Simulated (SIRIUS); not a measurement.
# AgCl (Chlorargyrite) (Fm-3m) in SIRIUS: a series of runs

One crystal, AgCl (Chlorargyrite), is run at these levels: LDA, PBEsol; tasks: single point.

Everything below comes from runs of SIRIUS 7.12.0. Logs are shortened: lines on timing, memory, paths and dates and some standing lists are left out, and cuts for length are marked. The log counts tension as positive stress, the text compression.

**What was measured.**

A printed reference work, data compilation reports, for a bulk crystal of AgCl: band gap 3.249 eV (indirect).

The runs below are set against these values where they give the same quantity.

### 1 Starting point

Symmetry: Fm-3m, No. 225, cubic system. Conventional cell: a = 5.470 Å, b = 5.470 Å, c = 5.470 Å, α = 90.00°, β = 90.00°, γ = 90.00°. Around Ag (site symmetry m-3m) lie 6 Cl at 2.73 Å. Cl (site symmetry m-3m) has 6 Ag at 2.73 Å as nearest neighbours.

### 2 Single point, LDA

File sirius.json:

```json
{
  "control": {
    "processing_unit": "cpu",
    "verbosity": 2,
    "num_bands_to_print": 21,
    "print_forces": true,
    "print_stress": true
  },
  "parameters": {
    "electronic_structure_method": "pseudopotential",
    "xc_functionals": ["XC_LDA_X", "XC_LDA_C_PW"],
    "gk_cutoff": 9.1,
    "pw_cutoff": 18.2,
    "ngridk": [8, 8, 8],
    "shiftk": [0, 0, 0],
    "smearing": "fermi_dirac",
    "smearing_width": 0.0018374661,
    "num_bands": 21,
    "num_mag_dims": 0,
    "num_dft_iter": 100,
    "energy_tol": 1e-08,
    "density_tol": 1e-06
  },
  "iterative_solver": {
    "type": "davidson",
    "min_tolerance": 1e-10
  },
  "mixer": {
    "type": "anderson",
    "beta": 0.7,
    "max_history": 8
  },
  "settings": {
    "tol_ne": 1e-10,
    "pseudo_grid_cutoff": 6.5
  },
  "unit_cell": {
    "lattice_vectors": [
      [0.0, 5.168400950851, 5.168400950851],
      [5.168400950851, 0.0, 5.168400950851],
      [5.168400950851, 5.168400950851, 0.0]
    ],
    "atom_coordinate_units": "lattice",
    "atom_types": ["Ag", "Cl"],
    "atom_files": {
      "Ag": "Ag.json",
      "Cl": "Cl.json"
    },
    "atoms": {
      "Ag": [
        [0.0, 0.0, 0.0]
      ],
      "Cl": [
        [0.5, 0.5, 0.5]
      ]
    }
  }
}
```

Potentials or basis: PseudoDojo 0.4.1 PBE standard (scalar relativistic).

Command:

```bash
> upf_to_json Ag.upf
> upf_to_json Cl.upf
> OMP_NUM_THREADS=1 sirius.scf --input=sirius.json --output=out.json --task=0
```

The log of the run:

```text
[info] SIRIUS version : 7.12.0
[info] number of MPI ranks           : 1
[info] MPI grid                      : 1 1
[info] maximum number of OMP threads : 1
[fft] FFT context for density and potential
[fft] =====================================
[fft]   comm size                             : 1
[fft]   plane wave cutoff                     : 18.2
[fft]   grid size                             : 45 45 45   total : 91125
[fft]   grid limits                           : -22 22   -22 22   -22 22
[fft]   number of G-vectors within the cutoff : 13995
[fft]   local number of G-vectors             : 13995
[fft]   number of G-shells                    : 766
[fft] FFT context for coarse grid
[fft] =====================================
[fft]   comm size                             : 1
[fft]   plane wave cutoff                     : 18.2
[fft]   grid size                             : 45 45 45   total : 91125
[fft]   grid limits                           : -22 22   -22 22   -22 22
[fft]   number of G-vectors within the cutoff : 13995
[fft]   local number of G-vectors             : 13995
[fft]   number of G-shells                    : 766
[unit cell] lattice vectors
[unit cell]   a1 :       0.0000000000      5.1684009509      5.1684009509
[unit cell]   a2 :       5.1684009509      0.0000000000      5.1684009509
[unit cell]   a3 :       5.1684009509      5.1684009509      0.0000000000
[unit cell] reciprocal lattice vectors
[unit cell]   b1 :      -0.6078461566      0.6078461566      0.6078461566
[unit cell]   b2 :       0.6078461566     -0.6078461566      0.6078461566
[unit cell]   b3 :       0.6078461566      0.6078461566     -0.6078461566
[unit cell] unit cell volume :       276.12046036 [a.u.^3]
[unit cell] 1/sqrt(omega)    :         0.06017980
[unit cell] MT volume        :         0.00000000 ( 0.00%)
[unit cell] IT volume        :       276.12046036 (100.00%)
[unit cell] number of atom types : 2
[unit cell] type id : 0 symbol : Ag mt_radius :  15.370000 num_atoms : 1
[unit cell] type id : 1 symbol : Cl mt_radius :  10.270000 num_atoms : 1
[unit cell] total number of atoms : 2
[unit cell] number of symmetry classes : 2
[unit cell] number of PAW atoms : 0
[unit cell] atom id  type id  class id             position                      vector_field
[unit cell] ------------------------------------------------------------------------------------------
[unit cell]      0        0        0      0.00000   0.00000   0.00000      0.00000   0.00000   0.00000
[unit cell]      1        1        1      0.50000   0.50000   0.50000      0.00000   0.00000   0.00000
[unit cell] atom id         position (Cartesian, a.u.)
[unit cell] ---------------------------------------------
[unit cell]      0       0.000000    0.000000    0.000000
[unit cell]      1       5.168401    5.168401    5.168401
[unit cell] class id : 0 atom id : 0
[unit cell] class id : 1 atom id : 1
[unit cell] minimum bond length:     5.168401
[unit cell] total number of pseudo wave-functions: 14
[sym] space group number   : 225
[sym] international symbol : Fm-3m
[sym] Hall symbol          : -F 4 2 3
[sym] space group transformation matrix :
[sym]   0.0000  0.5000  0.5000
[sym]   0.5000  0.0000  0.5000
[sym]   0.5000  0.5000  0.0000
[... 216 lines left out ...]
[find] band gap (eV)                  :       0.59751941
[find] Efermi                         :       0.32911067
[find] iteration : 3, RMS (target) : 5.8204e-03 (1.0000e-06) , energy difference (target) : -2.5359e-04 (1.0000e-08)
[find] | SCF iteration   4 out of 100|
[diagonalize] iterative solver tolerance (occupied, empty): 0.000582036 0.000582036
[diagonalize] average number of iterations: 2.31034
[find] Total energy                   :    -171.15987680 (Ha),    -342.31975360 (Ry)
[... 44 lines left out ...]
[find] | SCF iteration  10 out of 100|
[diagonalize] iterative solver tolerance (occupied, empty): 8.78009e-07 8.78009e-07
[diagonalize] average number of iterations: 2.89655
[find] Total energy                   :    -171.15988170 (Ha),    -342.31976339 (Ry)
[find] Free energy (E-TS)             :    -171.15988310 (Ha),    -342.31976620 (Ry)
[find] band gap (eV)                  :       0.57962437
[find] Efermi                         :       0.32986901
[find] iteration : 10, RMS (target) : 2.4348e-06 (1.0000e-06) , energy difference (target) : -3.7624e-09 (1.0000e-08)
[find] bands are converged : true
[find] iterative solver converged : false
[find] +------------------------------+
[find] | SCF iteration  11 out of 100|
[find] +------------------------------+
[diagonalize] iterative solver tolerance (occupied, empty): 2.43475e-07 2.43475e-07
[diagonalize] average number of iterations: 2.51724
[diagonalize] Lowest band energies
[diagonalize] ik:    0   -2.987267   -1.646807   -1.646807   -1.646807   -0.251011    0.216539    0.216539    0.216539    0.218019    0.218019    0.225255    0.225255    0.225255    0.337726    0.703490    0.703490    0.703490    0.757400    0.802849    0.802849    0.811054
[diagonalize] ik:    1   -2.987267   -1.646827   -1.646810   -1.646810   -0.248435    0.190130    0.192579    0.192579    0.218818    0.218818    0.228912    0.253552    0.253552    0.366449    0.653229    0.691754    0.691754    0.748974    0.748974    0.776441    0.833227
[diagonalize] ik:    2   -2.987265   -1.646875   -1.646818   -1.646818   -0.241920    0.148918    0.170071    0.170071    0.224133    0.224133    0.234575    0.283914    0.283914    0.416663    0.593187    0.642536    0.642536    0.755094    0.755094    0.772844    0.921262
[diagonalize] ik:    3   -2.987263   -1.646923   -1.646825   -1.646825   -0.234921    0.117761    0.155737    0.155737    0.229700    0.229700    0.241374    0.307280    0.307280    0.450424    0.560760    0.599769    0.599769    0.784421    0.784422    0.785076    0.921063
[diagonalize] ik:    4   -2.987262   -1.646943   -1.646828   -1.646828   -0.231857    0.106279    0.150828    0.150828    0.232085    0.232085    0.244714    0.316426    0.316426    0.456501    0.557215    0.583568    0.583568    0.803628    0.803628    0.809754    0.865045
[diagonalize] ...
[diagonalize] ik:   24   -2.987262   -1.646914   -1.646864   -1.646850   -0.232525    0.134407    0.166369    0.175441    0.220697    0.232643    0.242424    0.245111    0.273165    0.435770    0.579526    0.596605    0.671697    0.733458    0.844045    0.889036    0.891339
[diagonalize] ik:   25   -2.987261   -1.646912   -1.646883   -1.646854   -0.230429    0.140621    0.153983    0.163095    0.226291    0.234120    0.240211    0.251436    0.272872    0.454341    0.568016    0.602904    0.640196    0.765478    0.816448    0.864775    0.927775
[diagonalize] ik:   26   -2.987261   -1.646906   -1.646888   -1.646846   -0.230629    0.132970    0.155824    0.158452    0.230617    0.231178    0.243942    0.248453    0.288607    0.478190    0.544121    0.594364    0.632117    0.772288    0.791806    0.894378    0.928144
[diagonalize] ik:   27   -2.987261   -1.646923   -1.646872   -1.646862   -0.230699    0.146215    0.165613    0.174349    0.222318    0.236398    0.237090    0.237994    0.255707    0.418334    0.594262    0.617676    0.668848    0.761621    0.839742    0.852926    0.899088
[diagonalize] ik:   28   -2.987261   -1.646897   -1.646897   -1.646863   -0.229903    0.148907    0.156296    0.156296    0.235703    0.235703    0.237098    0.237230    0.266159    0.463901    0.597688    0.597688    0.599790    0.806628    0.806629    0.852316    0.908915
[find] Charges and magnetic moments
[find] --------------------------------------------------------------------------------
[find] total charge          : 26.000000
[find] Energy
[find] --------------------------------------------------------------------------------
[find] valence_eval_sum               :     -12.90718763
[find] <rho|V^{XC}>                   :     -23.27041198
[find] <rho|E^{XC}>                   :     -27.33692133
[find] <mag|B^{XC}>                   :       0.00000000
[find] <rho|V^{H}>                    :      98.47550226
[find] one-electron contribution      :     -88.11227791 (Ha),    -176.22455582 (Ry)
[find] hartree contribution           :      49.23775113
[find] xc contribution                :     -27.33692133
[find] ewald contribution             :    -104.94843659
[find] PAW contribution               :       0.00000000
[find] smearing (-TS)                 :      -0.00000141
[find] SCF correction                 :       0.00000300
[find] Total energy                   :    -171.15988170 (Ha),    -342.31976339 (Ry)
[find] Free energy (E-TS)             :    -171.15988310 (Ha),    -342.31976621 (Ry)
[find] band gap (eV)                  :       0.57961417
[find] Efermi                         :       0.32986935
[find] iteration : 11, RMS (target) : 6.3735e-07 (1.0000e-06) , energy difference (target) : -1.1599e-09 (1.0000e-08)
[find] bands are converged : true
[find] iterative solver converged : false
[find] converged after 12 SCF iterations!
[find] Charges and magnetic moments
[find] --------------------------------------------------------------------------------
[find] total charge          : 26.000000
[find] Energy
[find] --------------------------------------------------------------------------------
[find] valence_eval_sum               :     -12.90718763
[find] <rho|V^{XC}>                   :     -23.27041198
[find] <rho|E^{XC}>                   :     -27.33692133
[find] <mag|B^{XC}>                   :       0.00000000
[find] <rho|V^{H}>                    :      98.47550226
[find] one-electron contribution      :     -88.11227791 (Ha),    -176.22455582 (Ry)
[find] hartree contribution           :      49.23775113
[find] xc contribution                :     -27.33692133
[find] ewald contribution             :    -104.94843659
[find] PAW contribution               :       0.00000000
[find] smearing (-TS)                 :      -0.00000141
[find] SCF correction                 :       0.00000300
[find] Total energy                   :    -171.15988170 (Ha),    -342.31976339 (Ry)
[find] Free energy (E-TS)             :    -171.15988310 (Ha),    -342.31976621 (Ry)
[find] band gap (eV)                  :       0.57961417
[find] Efermi                         :       0.32986935
[ground_state] === stress tensor components [kbar] ===
[ground_state] === stress_kin ===
[ground_state] -41656.727718    0.000000   -0.000000
[ground_state]     0.000000-41656.727718    0.000000
[ground_state]    -0.000000    0.000000-41656.727718
[ground_state] === stress_har ===
[ground_state] -17487.831941    0.000000    0.000000
[ground_state]     0.000000-17487.831941   -0.000000
[ground_state]     0.000000   -0.000000-17487.831941
[ground_state] === stress_ewald ===
[ground_state] 37274.663839    0.000000   -0.000000
[ground_state]     0.00000037274.663839   -0.000000
[ground_state]    -0.000000   -0.00000037274.663839
[ground_state] === stress_vloc ===
[ground_state] 18319.017937    0.000000   -0.000000
[ground_state]     0.00000018319.017937    0.000000
[ground_state]    -0.000000    0.00000018319.017937
[ground_state] === stress_xc ===
[ground_state] -4332.921211    0.000000    0.000000
[ground_state]     0.000000-4332.921211    0.000000
[ground_state]     0.000000    0.000000-4332.921211
[ground_state] === stress_core ===
[ground_state] 11761.332889    0.000000    0.000000
[ground_state]     0.00000011761.332889    0.000000
[ground_state]     0.000000    0.00000011761.332889
[ground_state] === stress_nonloc ===
[ground_state] -3840.629497    0.000000   -0.000000
[ground_state]     0.000000-3840.629497    0.000000
[ground_state]    -0.000000    0.000000-3840.629497
[ground_state] === stress_us_nl ===
[ground_state] -3840.629497    0.000000   -0.000000
[ground_state]     0.000000-3840.629497    0.000000
[ground_state]    -0.000000    0.000000-3840.629497
[ground_state] === stress_total ===
[ground_state]    36.904298    0.000000   -0.000000
[ground_state]     0.000000   36.904298    0.000000
[ground_state]    -0.000000    0.000000   36.904298
[ground_state] ==== total Forces in Ha/bohr =====
[ground_state] atom:    0, force:       0.0000000      0.0000000      0.0000000
[... 14 lines left out ...]
[ground_state] atom:    0, force:       0.0000000      0.0000000      0.0000000
[ground_state] atom:    1, force:       0.0000000      0.0000000      0.0000000
[~DFT_ground_state] local op. applied: 16273
[~DFT_ground_state] evp. work count: 3193.3
[~DFT_ground_state] number of iterative solver steps: 869
```

It took 25 s on 1 thread of Intel Xeon 6975P-C (Granite Rapids), shared host; peak memory 0.31 GiB.

What came out:

| Item | Value |
| --- | --- |
| Free energy | -4657.4977 eV |
| Pressure | -3.7 GPa |
| Band gap on the k mesh | 0.58 eV |

Caveat: the potentials were made for another functional, which shifts forces and pressure.

(Continued in part 2 of 2.)
